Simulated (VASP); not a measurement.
# CO2 (P4_2/mnm) in VASP: notebook

The runs below take CO2 through single point, with r2SCAN.

Program: VASP 6.6.1. These are calculated values, not measurements. Logs are shortened: lines on timing, memory, paths and dates and some standing lists are left out, and cuts for length are marked.

## 1. The crystal as given

The structure is tetragonal, space group P4_2/mnm (No. 136). Conventional cell: a = 4.227 Å, b = 4.227 Å, c = 4.688 Å, α = 90.00°, β = 90.00°, γ = 90.00°. O (site symmetry m2m) is surrounded by 1 C at 1.17 Å. Around C (site symmetry mmm) lie 2 O at 1.17 Å.

The cell comes from a database or a generator and needn't be the stable form of this composition.

## 2. Single point, r2SCAN

INCAR reads:

```
PREC = Low
ENCUT = 460
EDIFF = 1E-6
ISMEAR = 0
SIGMA = 0.05
LREAL = False
LASPH = True
NELM = 100
ALGO = Normal
ISIF = 2
LWAVE = False
LCHARG = False
METAGGA = R2SCAN
LMIXTAU = True
ADDGRID = False
```

KPOINTS reads:

```
regular mesh
0
Gamma
  6 6 5
```

POSCAR reads:

```
CO2
1.0
    4.2272127900      0.0000000000      0.0000000000
    0.0000000000      4.2272127900      0.0000000000
    0.0000000000      0.0000000000      4.6877715900
O C
4 2
Direct
    0.7998550000      0.8106260000     -0.0015650000
    0.2049920000      0.2030910000     -0.0012650000
    0.6721320000      0.3073690000      0.5000860000
    0.3101930000      0.6757250000      0.4907480000
   -0.0081430000      0.0098620000     -0.0042660000
    0.4753520000      0.5019460000      0.5043420000
```

Potentials or basis: VASP PAW PBE potentials, release 64 (O, C).

Run with:

```console
$ cat potpaw_PBE.64/O/POTCAR potpaw_PBE.64/C/POTCAR > POTCAR
$ mpirun -np 1 vasp_std > vasp.out
```

OUTCAR:

```text
PREC = Low
   ENCUT = 460
   EDIFF = 1E-6
   ISMEAR = 0
   LREAL = False
   LASPH = True
   NELM = 100
   ISIF = 2
   METAGGA = R2SCAN

 Found     92 irreducible k-points:

 Following reciprocal coordinates:
            Coordinates               Weight
  0.000000  0.000000  0.000000      1.000000
  0.166667  0.000000  0.000000      2.000000
  0.000000  0.166667  0.000000      2.000000
  0.333333  0.000000  0.000000      2.000000
  0.000000  0.333333  0.000000      2.000000
  0.500000  0.000000  0.000000      1.000000
   k-points           NKPTS =     92   k-points in BZ     NKDIM =     92   number of bands    NBANDS=     20
   number of dos      NEDOS =    301   number of ions     NIONS =      6
   total plane-waves  NPLWV =  16128
   dimension x,y,z NGX =    24 NGY =   24 NGZ =   28
   dimension x,y,z NGXF=    28 NGYF=   28 NGZF=   30
   ions per type =               4   2
   NGX,Y,Z   is equivalent  to a cutoff of   9.44,  9.44,  9.93 a.u.
   NGXF,Y,Z  is equivalent  to a cutoff of  11.01, 11.01, 10.64 a.u.
 SYSTEM =  unknown system
   PREC   = low       normal or accurate (medium, high low for compatibility)
   ISTART =      0    job   : 0-new  1-cont  2-samecut
   ICHARG =      2    charge: 1-file 2-atom 10-const
   ISPIN  =      1    spin polarized calculation?
   LNONCOLLINEAR =      F non collinear calculations
   LSORBIT =      F    spin-orbit coupling
   LASPH  =      T    aspherical Exc in radial PAW
   ENCUT  =  460.0 eV  33.81 Ry    5.81 a.u.   7.39  7.39  8.20*2*pi/ulx,y,z
   NELM   =    100;   NELMIN=  2; NELMDL= -5     # of ELM steps
   EDIFF  = 0.1E-05   stopping-criterion for ELM
   LREAL  =      F    real-space projection
   EDIFFG = 0.1E-04   stopping-criterion for IOM
   NSW    =      0    number of steps for IOM
   IBRION =     -1    ionic relax: 0-MD 1-quasi-New 2-CG
   NFREE  =      0    steps in history (QN), initial steepest desc. (CG)
   ISIF   =      2    stress and relaxation
   ISYM   =      2    0-nonsym 1-usesym 2-fastsym
   POTIM  = 0.5000    time-step for ionic-motion
   TEBEG  =    0.0;   TEEND  =   0.0 temperature during run
   PSTRESS=    0.0 pullay stress
   NELECT =      32.0000    total number of electrons
   NUPDOWN=      -1.0000    fix difference up-down
   EMIN   =  10.00;   EMAX   =-10.00  energy-range for DOS
   EFERMI =   0.00;   METHOD = LEGACY
   ISMEAR =     0;   SIGMA  =   0.05  broadening in eV -4-tet -1-fermi 0-gaus
   EFERMI_NEDOS =   21; number of points for ismear=-14 and -15
   IALGO  =     38    algorithm
   IMIX   =      4    mixing-type and parameters
     AMIX     =   0.40;   BMIX     =  1.00
     AMIX_MAG =   1.60;   BMIX_MAG =  1.00
  volume/ion in A,a.u.               =      13.96        94.21
  Fermi-wavevector in a.u.,A,eV,Ry     =   1.187864  2.244737 19.198094  1.411020
  Thomas-Fermi vector in A             =   2.324006
   LORBIT       =      0    0 simple, 1 ext, 2 COOP (PROOUT), +10 PAW based schemes
   METAGGA = R2SCAN    functional components
   LHFCALC =     F    Hartree Fock is set to
   AEXX    =    0.0000 exact exchange contribution
   IVDW    =     0    specifies the selected vdW correction
   LEPSILON=     F    determine dielectric tensor
   LRPA    =     F    only Hartree local field effects (RPA)
 non-spin polarized calculation
 Gauss-broadening in eV      SIGMA  =   0.05
  energy-cutoff  :      460.00
  volume of cell :       83.77
 maximum number of plane-waves:      1905
   NGX = 15   NGY = 15   NGZ = 17

 number of electron      31.9999918 magnetization

 Free energy of the ion-electron system (eV)
  ---------------------------------------------------
  ext. energy  EPLUGINS =         0.00000000
  ---------------------------------------------------
  free energy    TOTEN  =       -49.68323928 eV

  energy without entropy =      -49.68323928  energy(sigma->0) =      -49.68323928

 E-fermi :  -3.2199     XC(G=0):  -8.5189

 val. band max:       -3.4793523845   @ k =   0.5000   0.5000   0.4000
 cond. band min:       3.5503275039   @ k =   0.0000   0.0000   0.0000
 fundamental gap:      7.0296798884
 Fermi energy:        -3.2198821178

 k-point     1 :       0.0000    0.0000    0.0000
  band No.  band energies     occupation
      1     -27.6917      2.00000
      2     -25.3613      2.00000
      3     -24.1482      2.00000
      4     -23.8837      2.00000
      5      -9.5730      2.00000
      6      -9.2344      2.00000
[... 12 lines left out ...]
     19       4.5860      0.00000
     20       6.4855      0.00000

 k-point     2 :       0.1667    0.0000    0.0000
  band No.  band energies     occupation
      1     -27.6884      2.00000
      2     -25.3518      2.00000
      3     -24.1504      2.00000
      4     -23.8926      2.00000
      5      -9.5569      2.00000
      6      -9.1854      2.00000
[... 12 lines left out ...]
     19       4.6406      0.00000
     20       6.5231      0.00000

 k-point     3 :       0.0000    0.1667    0.0000
  band No.  band energies     occupation
      1     -27.6883      2.00000
      2     -25.3523      2.00000
      3     -24.1546      2.00000
      4     -23.8875      2.00000
      5      -9.5597      2.00000
      6      -9.1840      2.00000
[... 12 lines left out ...]
     19       4.6379      0.00000
     20       6.5052      0.00000

 k-point     4 :       0.3333    0.0000    0.0000
  band No.  band energies     occupation
      1     -27.6826      2.00000
      2     -25.3330      2.00000
      3     -24.1561      2.00000
      4     -23.9108      2.00000
      5      -9.5467      2.00000
      6      -9.1104      2.00000
[... 12 lines left out ...]
     19       5.0252      0.00000
     20       6.5933      0.00000

 k-point     5 :       0.0000    0.3333    0.0000
  band No.  band energies     occupation
      1     -27.6824      2.00000
      2     -25.3345      2.00000
      3     -24.1690      2.00000
      4     -23.8955      2.00000
      5      -9.5579      2.00000
      6      -9.1078      2.00000
[... 12 lines left out ...]
     19       5.0454      0.00000
     20       6.5455      0.00000

 k-point     6 :       0.5000    0.0000    0.0000
  band No.  band energies     occupation
      1     -27.6797      2.00000
      2     -25.3233      2.00000
      3     -24.1595      2.00000
      4     -23.9201      2.00000
      5      -9.5535      2.00000
      6      -9.0786      2.00000
[... 12 lines left out ...]
     19       5.9012      0.00000
     20       6.4146      0.00000

 [... further k-points ...]
[... 5 lines left out ...]
  --------------------------------------------------------------------------------------
  -------------------------------------------------------------------------------------
  Total       10.0321380     11.7881221     -0.3549463    -16.8868730     -1.2086578      1.0921657
  in kB      191.8798708    225.4657320     -6.7888861   -322.9870860    -23.1174159     20.8893263
  external PRESSURE =     136.8522389 kB  Pullay stress =       0.0000000 kB

 VOLUME and BASIS-vectors are now :
 -----------------------------------------------------------------------------
  energy-cutoff  :      460.00
  volume of cell :       83.77
      direct lattice vectors                 reciprocal lattice vectors
     4.227212790  0.000000000  0.000000000     0.236562494  0.000000000  0.000000000
     0.000000000  4.227212790  0.000000000     0.000000000  0.236562494  0.000000000
     0.000000000  0.000000000  4.687771590     0.000000000  0.000000000  0.213320974

 POSITION                                       TOTAL-FORCE (eV/Angst)
 -----------------------------------------------------------------------------------
      3.38116      3.42669      4.68044         0.354536      0.570984     -0.082922
      0.86654      0.85851      4.68184        -3.193430     -2.585821     -0.124764
      2.84124      1.29931      2.34429         0.834163     -0.965080      0.351232
      1.31125      2.85643      2.30051       -18.285597     18.967893     -1.204950
      4.19279      0.04169      4.66777         2.771220      2.035470      0.206243
      2.00941      2.12183      2.36424        17.519109    -18.023445      0.855161
 -----------------------------------------------------------------------------------
    total drift:                               -0.059866     -0.056984     -0.016049

  FREE ENERGIE OF THE ION-ELECTRON SYSTEM (eV)
  ---------------------------------------------------
  free  energy   TOTEN  =       -49.6832392778 eV

  energy  without entropy=      -49.6832392778  energy(sigma->0) =      -49.68323928
```

It took 97 s on 1 thread of Intel Xeon 6975P-C (Granite Rapids), shared host; peak memory 0.19 GiB.

The run converged, but some of its settings lie outside the range that counts as converged, so its numbers aren't taken as properties of the crystal.

What came out:

| Property | Result |
| --- | --- |
| Free energy | -49.6832 eV |
| Pressure | 13.7 GPa |
| Largest force | 26.374 eV/Å |
| Band gap on the k mesh | 7.03 eV, indirect (least direct gap 7.44 eV) |

Caveat: the cutoff is under 1.25 times the usual one of these potentials, so pressure, stress and relaxed cells hold a basis-set (Pulay) error; the standard files for N, O and F lose accuracy on very short bonds; the PAW data sets were made with another functional, which shifts forces and pressure a little; an odd mesh through Γ misses points on the zone boundary, where band edges often lie.

## 3. Single point, r2SCAN

INCAR: that of step 2 with these lines changed.

```diff
@@ -1,2 +1,2 @@
-PREC = Low
+PREC = Normal
 ENCUT = 460
```

KPOINTS is that of step 2.

POSCAR reads:

```
CO2
1.0
    4.2272127900      0.0000000000      0.0000000000
    0.0000000000      4.2272127900      0.0000000000
    0.0000000000      0.0000000000      4.6877715900
O C
4 2
Direct
    0.8048268600      0.8048268600      0.0000000000
    0.1951731400      0.1951731400      0.0000000000
    0.6951731400      0.3048268600      0.5000000000
    0.3048268600      0.6951731400      0.5000000000
    0.0000000000      0.0000000000      0.0000000000
    0.5000000000      0.5000000000      0.5000000000
```

Potentials or basis: VASP PAW PBE potentials, release 64 (O, C).

Run with:

```console
$ cat potpaw_PBE.64/O/POTCAR potpaw_PBE.64/C/POTCAR > POTCAR
$ mpirun -np 1 vasp_std > vasp.out
```

It took 39 s on 1 thread of Intel Xeon 6975P-C (Granite Rapids), shared host; peak memory 0.16 GiB.

The run converged, but some of its settings lie outside the range that counts as converged, so its numbers aren't taken as properties of the crystal.

What came out:

| Property | Result |
| --- | --- |
| Free energy | -51.4851 eV |
| Pressure | -0.4 GPa |
| Largest force | 0.053 eV/Å |
| Band gap on the k mesh | 7.16 eV, indirect (least direct gap 7.64 eV) |

Caveat: the cutoff is under 1.25 times the usual one of these potentials, so pressure, stress and relaxed cells hold a basis-set (Pulay) error; the standard files for N, O and F lose accuracy on very short bonds; the PAW data sets were made with another functional, which shifts forces and pressure a little; an odd mesh through Γ misses points on the zone boundary, where band edges often lie.

## 4. Single point, r2SCAN

INCAR is that of step 3.

KPOINTS is that of step 3.

POSCAR reads:

```
CO2
1.0
    4.2272127900      0.0000000000      0.0000000000
    0.0000000000      4.2272127900      0.0000000000
    0.0000000000      0.0000000000      4.6877715900
O C
4 2
Direct
    0.7998550000      0.8106260000     -0.0015650000
    0.2049920000      0.2030910000     -0.0012650000
    0.6721320000      0.3073690000      0.5000860000
    0.3101930000      0.6757250000      0.4907480000
   -0.0081430000      0.0098620000     -0.0042660000
    0.4753520000      0.5019460000      0.5043420000
```

Potentials or basis: VASP PAW PBE potentials, release 64 (O, C).

Run with:

```console
$ cat potpaw_PBE.64/O/POTCAR potpaw_PBE.64/C/POTCAR > POTCAR
$ mpirun -np 1 vasp_std > vasp.out
```

OUTCAR:

```text
PREC = Normal
   ENCUT = 460
   EDIFF = 1E-6
   ISMEAR = 0
   LREAL = False
   LASPH = True
   NELM = 100
   ISIF = 2
   METAGGA = R2SCAN

 Found     92 irreducible k-points:

 Following reciprocal coordinates:
            Coordinates               Weight
  0.000000  0.000000  0.000000      1.000000
  0.166667  0.000000  0.000000      2.000000
  0.000000  0.166667  0.000000      2.000000
  0.333333  0.000000  0.000000      2.000000
  0.000000  0.333333  0.000000      2.000000
  0.500000  0.000000  0.000000      1.000000
[... 219 lines left out ...]
  -------------------------------------------------------------------------------------
  Total        9.9967622     11.7553552     -0.4082104    -16.8851469     -1.2043175      1.0937717
  in kB      191.2032548    224.8390169     -7.8076428   -322.9540699    -23.0344010     20.9200452
  external PRESSURE =     136.0782096 kB  Pullay stress =       0.0000000 kB

 VOLUME and BASIS-vectors are now :
 -----------------------------------------------------------------------------
  energy-cutoff  :      460.00
  volume of cell :       83.77
      direct lattice vectors                 reciprocal lattice vectors
     4.227212790  0.000000000  0.000000000     0.236562494  0.000000000  0.000000000
     0.000000000  4.227212790  0.000000000     0.000000000  0.236562494  0.000000000
     0.000000000  0.000000000  4.687771590     0.000000000  0.000000000  0.213320974

 POSITION                                       TOTAL-FORCE (eV/Angst)
 -----------------------------------------------------------------------------------
      3.38116      3.42669      4.68044         0.328331      0.582915     -0.085831
      0.86654      0.85851      4.68184        -3.184968     -2.578096     -0.125716
      2.84124      1.29931      2.34429         0.840269     -0.958145      0.348501
      1.31125      2.85643      2.30051       -18.251136     18.960825     -1.194550
      4.19279      0.04169      4.66777         2.757117      2.026167      0.202351
      2.00941      2.12183      2.36424        17.510387    -18.033667      0.855245
 -----------------------------------------------------------------------------------
    total drift:                                0.001316      0.001083     -0.001147

  FREE ENERGIE OF THE ION-ELECTRON SYSTEM (eV)
  ---------------------------------------------------
  free  energy   TOTEN  =       -49.6749517916 eV

  energy  without entropy=      -49.6749517916  energy(sigma->0) =      -49.67495179
```

Run time: 1.8 min. Hardware: 1 thread of Intel Xeon 6975P-C (Granite Rapids), shared host; peak memory 0.22 GiB.

These settings aren't checked as converged: the numbers below hold their error.

Results:

```
Free energy            : -49.6750 eV
Pressure               : 13.6 GPa
Largest force          : 26.345 eV/Å
Band gap on the k mesh : 7.03 eV, indirect (least direct gap 7.43 eV)
```

Caveat: the cutoff is under 1.25 times the usual one of these potentials, so pressure, stress and relaxed cells hold a basis-set (Pulay) error; the standard files for N, O and F lose accuracy on very short bonds; the PAW data sets were made with another functional, which shifts forces and pressure a little; an odd mesh through Γ misses points on the zone boundary, where band edges often lie.

## 5. Single point, r2SCAN

INCAR: that of step 4 with these lines changed.

```diff
@@ -1,2 +1,2 @@
-PREC = Normal
+PREC = Accurate
 ENCUT = 460
@@ -5,3 +5,3 @@
 SIGMA = 0.05
-LREAL = False
+LREAL = Auto
 LASPH = True
```

KPOINTS is that of step 4.

POSCAR reads:

```
CO2
1.0
    4.2272127900      0.0000000000      0.0000000000
    0.0000000000      4.2272127900      0.0000000000
    0.0000000000      0.0000000000      4.6877715900
O C
4 2
Direct
    0.8048268600      0.8048268600      0.0000000000
    0.1951731400      0.1951731400      0.0000000000
    0.6951731400      0.3048268600      0.5000000000
    0.3048268600      0.6951731400      0.5000000000
    0.0000000000      0.0000000000      0.0000000000
    0.5000000000      0.5000000000      0.5000000000
```

Run with:

```console
$ cat potpaw_PBE.64/O/POTCAR potpaw_PBE.64/C/POTCAR > POTCAR
$ mpirun -np 1 vasp_std > vasp.out
```

Wall time 96 s (1 thread of Intel Xeon 6975P-C (Granite Rapids), shared host); peak memory 0.18 GiB.

These settings aren't checked as converged: the numbers below hold their error.

Results:

```yaml
Free_energy: -51.4846 eV
Pressure: -0.4 GPa
Largest_force: 0.059 eV/Å
Band_gap_on_the_k_mesh: 7.16 eV, indirect (least direct gap 7.64 eV)
```

Caveat: the cutoff is under 1.25 times the usual one of these potentials, so pressure, stress and relaxed cells hold a basis-set (Pulay) error; the standard files for N, O and F lose accuracy on very short bonds; the PAW data sets were made with another functional, which shifts forces and pressure a little; an odd mesh through Γ misses points on the zone boundary, where band edges often lie.

## 6. Single point, r2SCAN

INCAR is that of step 5.

KPOINTS is that of step 5.

POSCAR reads:

```
CO2
1.0
    4.2272127900      0.0000000000      0.0000000000
    0.0000000000      4.2272127900      0.0000000000
    0.0000000000      0.0000000000      4.6877715900
O C
4 2
Direct
    0.7998550000      0.8106260000     -0.0015650000
    0.2049920000      0.2030910000     -0.0012650000
    0.6721320000      0.3073690000      0.5000860000
    0.3101930000      0.6757250000      0.4907480000
   -0.0081430000      0.0098620000     -0.0042660000
    0.4753520000      0.5019460000      0.5043420000
```

Potentials or basis: VASP PAW PBE potentials, release 64 (O, C).

Run with:

```console
$ cat potpaw_PBE.64/O/POTCAR potpaw_PBE.64/C/POTCAR > POTCAR
$ mpirun -np 1 vasp_std > vasp.out
```

Wall time 4.8 min (1 thread of Intel Xeon 6975P-C (Granite Rapids), shared host); peak memory 0.22 GiB.

These settings aren't checked as converged: the numbers below hold their error.

Results:

| Item | Value |
| --- | --- |
| Free energy | -49.6741 eV |
| Pressure | 13.6 GPa |
| Largest force | 26.348 eV/Å |
| Band gap on the k mesh | 7.03 eV, indirect (least direct gap 7.43 eV) |

Caveat: the cutoff is under 1.25 times the usual one of these potentials, so pressure, stress and relaxed cells hold a basis-set (Pulay) error; the standard files for N, O and F lose accuracy on very short bonds; the PAW data sets were made with another functional, which shifts forces and pressure a little; an odd mesh through Γ misses points on the zone boundary, where band edges often lie.

## 7. The reference run

An earlier run on the cell as given: functional PBE; potentials or basis VASP PAW PBE potentials, release 64 (O, C); cutoff 520 eV; k mesh 6 × 6 × 6; occupations fermi-dirac, width 0.05 eV; no spin polarisation.

- Pressure: 4.1 GPa
- Largest force: 0.780 eV/Å
- Band gap on the k mesh: 6.57 eV, indirect (least direct gap 7.04 eV)
